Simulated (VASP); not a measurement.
# IrO2 (P4_2/mnm) in VASP: further runs

Aim: see how the results for IrO2 move with the level of theory and the settings. Levels: PBE, LDA, r2SCAN. Tasks: density of states, band structure.

The COD entry that gives the cell may itself be a prediction, so a difference from it is no test against experiment.

All numbers are computed with VASP 6.6.1; they aren't measurements. Logs are shortened: lines on timing, memory, paths and dates and some standing lists are left out, and cuts for length are marked.

### Step 1. The structure

The structure is tetragonal, space group P4_2/mnm (No. 136). Conventional cell: a = 4.484 Å, b = 4.484 Å, c = 3.164 Å, α = 90.00°, β = 90.00°, γ = 90.00°. Around Ir (site symmetry mmm) lie 6 O at 1.96 to 1.99 Å. O (site symmetry m2m) has 3 Ir at 1.96 to 1.99 Å as nearest neighbours.

### Step 2. Density of states, PBE

POSCAR

```
IrO2                                    
1.0
    4.4837704648      0.0000000000      0.0000000000
   -0.0000000000      4.4837704648      0.0000000000
    0.0000000000      0.0000000000      3.1637946960
  Ir              O             
     2     4
Direct
     0.0000000000000000    0.0000000000000000    0.0000000000000000
     0.5000000000000000    0.5000000000000000    0.5000000000000000
     0.3088508816894303    0.3088508816894303    0.0000000000000000
     0.1911491183105698    0.8088508816894302    0.5000000000000000
     0.6911491183105698    0.6911491183105698    0.0000000000000000
     0.8088508816894302    0.1911491183105698    0.5000000000000000
```

INCAR.step1

```
SYSTEM = IrO2
PREC     = Accurate       ! precision mode
ENCUT    = 520            ! plane-wave cutoff, eV
EDIFF    = 1E-7           ! SCF threshold, eV
ISMEAR   = 1              ! smearing method
SIGMA    = 0.1            ! smearing width, eV
LREAL    = .FALSE.        ! projectors in reciprocal space
LASPH    = .TRUE.         ! aspherical terms in the spheres
NELM     = 80             ! most SCF steps
ALGO     = Normal         ! electronic algorithm
ISIF     = 2              ! what is computed and relaxed
LWAVE    = .FALSE.        ! write WAVECAR
LCHARG   = .TRUE.         ! write CHGCAR
LMAXMIX  = 4              ! l up to which the mixer works
GGA      = PE             ! functional
KPAR     = 4
```

KPOINTS.step1

```
Automatic mesh
0
G
  8 8 12
  0 0 0
```

INCAR.step2

```
SYSTEM = IrO2
PREC     = Accurate       ! precision mode
ENCUT    = 520            ! plane-wave cutoff, eV
EDIFF    = 1E-7           ! SCF threshold, eV
ISMEAR   = -5             ! smearing method
SIGMA    = 0.1            ! smearing width, eV
LREAL    = .FALSE.        ! projectors in reciprocal space
LASPH    = .TRUE.         ! aspherical terms in the spheres
NELM     = 80             ! most SCF steps
ALGO     = Normal         ! electronic algorithm
ISIF     = 2              ! what is computed and relaxed
LWAVE    = .FALSE.        ! write WAVECAR
LCHARG   = .FALSE.        ! write CHGCAR
LMAXMIX  = 4              ! l up to which the mixer works
GGA      = PE             ! functional
LORBIT   = 11             ! projections on sites
KPAR     = 4            
NEDOS    = 2001           ! points of the DOS
ICHARG   = 11             ! starting density
```

KPOINTS.step2

```
Automatic mesh
0
G
  12 12 18
  0 0 0
```

Potentials or basis: VASP PAW PBE potentials, release 64 (Ir, O).

Launch:

```sh
> cat potpaw_PBE.64/Ir/POTCAR potpaw_PBE.64/O/POTCAR > POTCAR
> cp INCAR.step1 INCAR
> cp KPOINTS.step1 KPOINTS
> mpirun -np 4 vasp_std > vasp.out
> cp INCAR.step2 INCAR
> cp KPOINTS.step2 KPOINTS
> mpirun -np 4 vasp_std > vasp.out
```

OUTCAR:

```text
SYSTEM = IrO2
   PREC = Accurate
   ENCUT = 520
   EDIFF = 1E-7
   ISMEAR = -5
   LREAL = .FALSE.
   LASPH = .TRUE.
   NELM = 80
   ISIF = 2
   GGA = PE
   LORBIT = 11
   ICHARG = 11

 ion  position               nearest neighbor table
   1  0.000  0.000  0.000-   3 1.96   5 1.96   4 1.99   6 1.99   4 1.99   6 1.99
   2  0.500  0.500  0.500-   4 1.96   6 1.96   5 1.99   3 1.99   3 1.99   5 1.99
   3  0.309  0.309  0.000-   1 1.96   2 1.99   2 1.99
   4  0.191  0.809  0.500-   2 1.96   1 1.99   1 1.99
   5  0.691  0.691  0.000-   1 1.96   2 1.99   2 1.99
   6  0.809  0.191  0.500-   2 1.96   1 1.99   1 1.99

  LATTYP: Found a simple tetragonal cell.
 ALAT       =     4.4837704648
 C/A-ratio  =     0.7056103163

  Lattice vectors:

 A1 = (   4.4837704648,   0.0000000000,   0.0000000000)
 A2 = (   0.0000000000,   4.4837704648,   0.0000000000)
 A3 = (   0.0000000000,   0.0000000000,   3.1637946960)

Analysis of symmetry for initial positions (statically):
=====================================================================
 Subroutine PRICEL returns:
 Original cell was already a primitive cell.

 Routine SETGRP: Setting up the symmetry group for a
 simple tetragonal supercell.

 Subroutine GETGRP returns: Found 16 space group operations
 (whereof  8 operations were pure point group operations)
 out of a pool of 16 trial point group operations.

The static configuration has the point symmetry D_2h.
 The point group associated with its full space group is D_4h.

Analysis of symmetry for dynamics (positions and initial velocities):
=====================================================================
 Subroutine PRICEL returns:
 Original cell was already a primitive cell.

 Routine SETGRP: Setting up the symmetry group for a
 simple tetragonal supercell.

 Subroutine GETGRP returns: Found 16 space group operations
 (whereof  8 operations were pure point group operations)
 out of a pool of 16 trial point group operations.

The dynamic configuration has the point symmetry D_2h.
 The point group associated with its full space group is D_4h.

 Subroutine INISYM returns: Found 16 space group operations
 (whereof  8 operations are pure point group operations),
 and found     1 'primitive' translations

----------------------------------------------------------------------------------------

                                     Primitive cell

  volume of cell :      63.6056

  direct lattice vectors                    reciprocal lattice vectors
     4.483770465  0.000000000  0.000000000     0.223026582  0.000000000  0.000000000
     0.000000000  4.483770465  0.000000000     0.000000000  0.223026582  0.000000000
     0.000000000  0.000000000  3.163794696     0.000000000  0.000000000  0.316076135

  length of vectors
     4.483770465  4.483770465  3.163794696     0.223026582  0.223026582  0.316076135

  position of ions in fractional coordinates (direct lattice)
     0.000000000  0.000000000  0.000000000
     0.500000000  0.500000000  0.500000000
     0.308850882  0.308850882  0.000000000
     0.191149118  0.808850882  0.500000000
     0.691149118  0.691149118  0.000000000
     0.808850882  0.191149118  0.500000000

  ion indices of the primitive-cell ions
   primitive index   ion index
                 1           1
                 2           2
                 3           3
                 4           4
                 5           5
                 6           6

----------------------------------------------------------------------------------------

 KPOINTS: Automatic mesh

Automatic generation of k-mesh.
 Grid dimensions read from file:
 generate k-points for:   12   12   18

 Generating k-lattice:

  Cartesian coordinates                     Fractional coordinates (reciprocal lattice)
     0.018585548  0.000000000  0.000000000     0.083333333  0.000000000  0.000000000
     0.000000000  0.018585548  0.000000000     0.000000000  0.083333333  0.000000000
     0.000000000  0.000000000  0.017559785     0.000000000  0.000000000  0.055555556

  Length of vectors
     0.018585548  0.018585548  0.017559785

  Shift w.r.t. Gamma in fractional coordinates (k-lattice)
     0.000000000  0.000000000  0.000000000

 TETIRR: Found   3888 inequivalent tetrahedra from    15552

 Subroutine IBZKPT returns following result:
 ===========================================

 Found    280 irreducible k-points:

 Following reciprocal coordinates:
            Coordinates               Weight
  0.000000  0.000000  0.000000      1.000000
  0.083333  0.000000  0.000000      4.000000
  0.166667  0.000000  0.000000      4.000000
  0.250000  0.000000  0.000000      4.000000
  0.333333  0.000000  0.000000      4.000000
  0.416667  0.000000  0.000000      4.000000
[... 16 lines left out ...]
  0.333333  0.333333  0.000000      4.000000
  0.416667  0.333333  0.000000      8.000000
 [... further k-points ...]
   k-points           NKPTS =    280   k-points in BZ     NKDIM =    280   number of bands    NBANDS=     25
   number of dos      NEDOS =   2001   number of ions     NIONS =      6
   total plane-waves  NPLWV =  31104
   dimension x,y,z NGX =    36 NGY =   36 NGZ =   24
   dimension x,y,z NGXF=    72 NGYF=   72 NGZF=   48
   ions per type =               2   4
   NGX,Y,Z   is equivalent  to a cutoff of  13.35, 13.35, 12.61 a.u.
   NGXF,Y,Z  is equivalent  to a cutoff of  26.70, 26.70, 25.22 a.u.
 SYSTEM =  IrO2
   PREC   = accura    normal or accurate (medium, high low for compatibility)
   ISTART =      0    job   : 0-new  1-cont  2-samecut
   ICHARG =     11    charge: 1-file 2-atom 10-const
   ISPIN  =      1    spin polarized calculation?
   LNONCOLLINEAR =      F non collinear calculations
   LSORBIT =      F    spin-orbit coupling
   LASPH  =      T    aspherical Exc in radial PAW
   ENCUT  =  520.0 eV  38.22 Ry    6.18 a.u.   8.34  8.34  5.88*2*pi/ulx,y,z
   NELM   =     80;   NELMIN=  2; NELMDL=  0     # of ELM steps
   EDIFF  = 0.1E-06   stopping-criterion for ELM
   LREAL  =      F    real-space projection
   EDIFFG = 0.1E-05   stopping-criterion for IOM
   NSW    =      0    number of steps for IOM
   IBRION =     -1    ionic relax: 0-MD 1-quasi-New 2-CG
   NFREE  =      0    steps in history (QN), initial steepest desc. (CG)
   ISIF   =      2    stress and relaxation
   ISYM   =      2    0-nonsym 1-usesym 2-fastsym
   POTIM  = 0.5000    time-step for ionic-motion
   TEBEG  =    0.0;   TEEND  =   0.0 temperature during run
   PSTRESS=    0.0 pullay stress
   NELECT =      42.0000    total number of electrons
   NUPDOWN=      -1.0000    fix difference up-down
   EMIN   =  10.00;   EMAX   =-10.00  energy-range for DOS
   EFERMI =   0.00;   METHOD = LEGACY
   ISMEAR =    -5;   SIGMA  =   0.10  broadening in eV -4-tet -1-fermi 0-gaus
   EFERMI_NEDOS =   21; number of points for ismear=-14 and -15
   IALGO  =     38    algorithm
   IMIX   =      4    mixing-type and parameters
     AMIX     =   0.40;   BMIX     =  1.00
     AMIX_MAG =   1.60;   BMIX_MAG =  1.00
  volume/ion in A,a.u.               =      10.60        71.54
  Fermi-wavevector in a.u.,A,eV,Ry     =   1.425584  2.693964 27.650994  2.032291
  Thomas-Fermi vector in A             =   2.545953
   LORBIT       =     11    0 simple, 1 ext, 2 COOP (PROOUT), +10 PAW based schemes
   GGA     = PE    functional components
   LHFCALC =     F    Hartree Fock is set to
   AEXX    =    0.0000 exact exchange contribution
   IVDW    =     0    specifies the selected vdW correction
   LEPSILON=     F    determine dielectric tensor
   LRPA    =     F    only Hartree local field effects (RPA)
 non-spin polarized calculation
 Fermi weights with tetrahedron method with Bloechl corrections
  energy-cutoff  :      520.00
  volume of cell :       63.61
 maximum number of plane-waves:      1744
 NGX is ok and might be reduce to    36

 number of electron      41.9999996 magnetization

 Free energy of the ion-electron system (eV)
  ---------------------------------------------------
  ext. energy  EPLUGINS =         0.00000000
  ---------------------------------------------------
  free energy    TOTEN  =       -42.20016173 eV

  energy without entropy =      -42.20016173  energy(sigma->0) =      -42.20016173

 E-fermi :   6.2903     XC(G=0): -12.0451

 val. band max:        6.3472620437   @ k =   0.5000   0.2500   0.3889
 cond. band min:       6.2479170787   @ k =   0.5000   0.2500   0.0556
 fundamental gap:     -0.0993449649
 Fermi energy:         6.2902657507

 k-point     1 :       0.0000    0.0000    0.0000
  band No.  band energies     occupation
      1     -15.0068      2.00000
      2     -13.7970      2.00000
      3     -12.6879      2.00000
      4     -12.6879      2.00000
      5      -3.6088      2.00000
      6      -3.3807      2.00000
[... 17 lines left out ...]
     24      10.5114      0.00000
     25      10.5170      0.00000

 k-point     2 :       0.0833    0.0000    0.0000
  band No.  band energies     occupation
      1     -14.9792      2.00000
      2     -13.7927      2.00000
      3     -12.7262      2.00000
      4     -12.7053      2.00000
      5      -3.5361      2.00000
      6      -3.3256      2.00000
[... 17 lines left out ...]
     24      10.4685      0.00000
     25      10.5007      0.00000
[... 586 lines left out ...]
     24       9.9601      0.00000
     25      10.0803      0.00000

 k-point    24 :       0.4167    0.3333    0.0000
  band No.  band energies     occupation
      1     -14.3713      2.00000
      2     -14.1739      2.00000
      3     -12.9747      2.00000
      4     -12.8354      2.00000
      5      -3.4234      2.00000
      6      -2.9708      2.00000
[... 17 lines left out ...]
     24       9.5142      0.00000
     25      10.4162      0.00000

 [... further k-points ...]

------------------------ aborting loop because EDIFF is reached ----------------------------------------

  FORCE on cell =-STRESS in cart. coord.  units (eV):
  Direction    XX          YY          ZZ          XY          YZ          ZX
  --------------------------------------------------------------------------------------
  -------------------------------------------------------------------------------------
  Total        3.6071268      3.6071268      4.2924319      0.0000000      0.0000000      0.0000000
  in kB       90.8608828     90.8608828    108.1232170      0.0000000      0.0000000      0.0000000
  external PRESSURE =      96.6149942 kB  Pullay stress =       0.0000000 kB

 VOLUME and BASIS-vectors are now :
 -----------------------------------------------------------------------------
  energy-cutoff  :      520.00
  volume of cell :       63.61
      direct lattice vectors                 reciprocal lattice vectors
     4.483770465  0.000000000  0.000000000     0.223026582  0.000000000  0.000000000
     0.000000000  4.483770465  0.000000000     0.000000000  0.223026582  0.000000000
     0.000000000  0.000000000  3.163794696     0.000000000  0.000000000  0.316076135

 POSITION                                       TOTAL-FORCE (eV/Angst)
 -----------------------------------------------------------------------------------
      0.00000      0.00000      0.00000         0.000000      0.000000     -0.000000
      2.24189      2.24189      1.58190         0.000000      0.000000     -0.000000
      1.38482      1.38482      0.00000        -0.038158     -0.038158     -0.000000
      0.85707      3.62670      1.58190         0.038158     -0.038158     -0.000000
      3.09895      3.09895      0.00000         0.038158      0.038158      0.000000
      3.62670      0.85707      1.58190        -0.038158      0.038158      0.000000
 -----------------------------------------------------------------------------------
    total drift:                                0.000000      0.000000      0.000000

  FREE ENERGIE OF THE ION-ELECTRON SYSTEM (eV)
  ---------------------------------------------------
  free  energy   TOTEN  =       -42.2001617298 eV

  energy  without entropy=      -42.2001617298  energy(sigma->0) =      -42.20016173

 total charge

# of ion       s       p       d       tot
------------------------------------------
    1        0.630   0.843   6.893   8.366
    2        0.630   0.843   6.893   8.366
    3        1.554   3.463   0.000   5.017
    4        1.554   3.463   0.000   5.017
    5        1.554   3.463   0.000   5.017
    6        1.554   3.463   0.000   5.017
--------------------------------------------------
tot          7.477  15.538  13.786  36.800
```

Wall time 1.8 min (4 MPI ranks of Intel Xeon Platinum 8259CL at 2.50GHz (Skylake/Cascade Lake), shared host); peak memory 0.45 GiB.

Results:

```
Valence electrons inside the program's atomic spheres : Ir 8.37; O 5.02
```

Levels at points of the mesh, in eV from the Fermi level:
```tsv
k point	band 19	band 20	band 21	band 22	band 23	band 24
(0.00, 0.00, 0.00)	-2.37	-2.32	-2.20	0.79	1.25	4.22
(0.50, 0.00, 0.00)	-1.31	-1.31	-0.30	-0.30	3.63	3.63
(0.50, 0.50, 0.00)	-2.41	-2.41	0.20	0.20	2.56	2.56
(0.00, 0.00, 0.50)	-0.69	-0.69	0.27	0.27	2.29	2.29
(0.50, 0.00, 0.50)	-1.82	-1.82	0.54	0.54	1.16	1.16
(0.50, 0.50, 0.50)	-1.23	-1.23	-0.48	-0.48	2.24	2.24
```

States per cell in windows of 1 eV (zero at the Fermi level; states under -8 eV left out):
```tsv
from (eV)	total	Ir1_d	Ir2_d	O3_p	O4_p	O5_p	O6_p
-8.0	3.89	0.65	0.65	0.42	0.42	0.42	0.42
-7.0	2.94	0.36	0.36	0.35	0.35	0.35	0.35
-6.0	4.92	0.56	0.56	0.64	0.64	0.64	0.64
-5.0	3.84	0.42	0.42	0.52	0.52	0.52	0.52
-4.0	2.74	0.19	0.19	0.42	0.42	0.42	0.42
-3.0	2.04	0.66	0.66	0.11	0.11	0.11	0.11
-2.0	5.97	2.15	2.15	0.25	0.25	0.25	0.25
-1.0	2.36	0.68	0.68	0.18	0.18	0.18	0.18
0.0	1.95	0.56	0.56	0.16	0.16	0.16	0.16
1.0	1.42	0.50	0.50	0.04	0.04	0.04	0.04
2.0	2.07	0.63	0.63	0.11	0.11	0.11	0.11
3.0	2.18	0.61	0.61	0.16	0.16	0.16	0.16
4.0	0.35	0.10	0.10	0.03	0.03	0.03	0.03
```

Caveat: tetrahedron occupations give inexact forces and stress in metals. The run has no spin-orbit coupling, so splittings on Ir are missing.

[end of part 1 of 2]
